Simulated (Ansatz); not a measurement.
# VO₂

Method: r²SCAN, scalar-relativistic; collinear spin; PAW, 500 eV, Γ-centred 6×6×10 mesh, 0.05 eV Gaussian smearing; code Ansatz; PAW files: Ansatz's generated set soft_2.

```
CELL_PARAMETERS angstrom
4.54107 0.00000 0.00000
0.00000 4.54107 0.00000
0.00000 0.00000 2.83026
ATOMIC_POSITIONS crystal
V 0.00000 0.00000 0.00000
V 0.50000 0.50000 0.50000
O 0.30046 0.30046 0.00000
O 0.19954 0.80046 0.50000
O 0.69954 0.69954 0.00000
O 0.80046 0.19954 0.50000
```

The chain of runs began from a measured cell (COD), expanded in volume.

Magnetic state: ferromagnetic, site spin moments V 0.89; O -0.08 μB.

The run above is the reference. The same cell was run again with other input settings; several of them aren't fit for production, so the rows show the settings' effect and aren't properties of the material.

```tsv
keys changed	outcome	ΔE (meV/atom)	P (GPa)	gap on the mesh (eV)	cell moment (μB)	largest force component (eV/Å)	SCF iterations	rough core-seconds	new warnings
none (reference)	converged	0.0	0.0	metal	2.00	0.000	–	–	–
hamiltonian.dispersion: "d4"	converged	–	-1.7	metal	2.00	0.006	18	80	–
scf.occupations.method: "gaussian" → "fermi_dirac"; scf.occupations.width: 0.05 → 0.2; basis.ecutwfc: 500 → "250 eV"	converged	1504.8	-4.8	metal	1.98	0.019	18	30	cutoff below recommended
kpoints.mp_grid.grid: [6, 6, 10] → [2, 2, 3]; crystal.symmetry: {"detect": false}; scf.eigensolver.kind: "davidson"; basis.precision: "f64"	converged	-6.3	-0.5	metal	2.00	0.078	17	40	–
accuracy: "low"; scf.convergence.dr2_threshold: 1e-11	converged	0.0	0.0	metal	2.00	0.000	25	100	–
scf.lower_state_search: "light"; scf.eigensolver.kind: "davidson"	converged	0.0	0.0	metal	2.00	0.000	18	90	–
```

These changes also left energy (to 0.1 meV/atom), pressure, gap, moment and forces as in the reference: basis.ecutwfc: 500 → "36.7 Ry" | scf.algorithm: "density_mixing"; accuracy: "low".

ΔE is the energy with the smearing extrapolated to zero. It is left out where the change alters the Hamiltonian or the spin treatment. The varied runs start from atomic densities (corrected by the program's trained start where that serves), with the default search for lower states unless a row changes it, while the reference went on from a saved state, so a magnet may end in another state whatever the setting.

Q: What happens with these changes: basis.ecutwfc: 500 → "33.1 Ry"?

A: outcome converged, ΔE (meV/atom) 1.3, P (GPa) 0.0, gap on the mesh (eV) metal, cell moment (μB) 2.00, largest force component (eV/Å) 0.000, SCF iterations 18, rough core-seconds 60, new warnings cutoff below recommended.

The pair part of a dispersion correction pulls inward (a three-body part mostly pushes out), and in metals and ionic crystals with large ions it often overbinds.

1 further run (cut off, refused for memory, with changed atoms or starts, or in doubt) is left out.

Of the reference: The run wasn't fully tested for a lower electronic state. Site moments are of spin, integrated over atomic spheres. Compounds of this kind are often insulators, Mott or charge-transfer ones with an open 3d shell, so the metal found may come from the functional, which lacks a U or exact exchange, or from the structure.
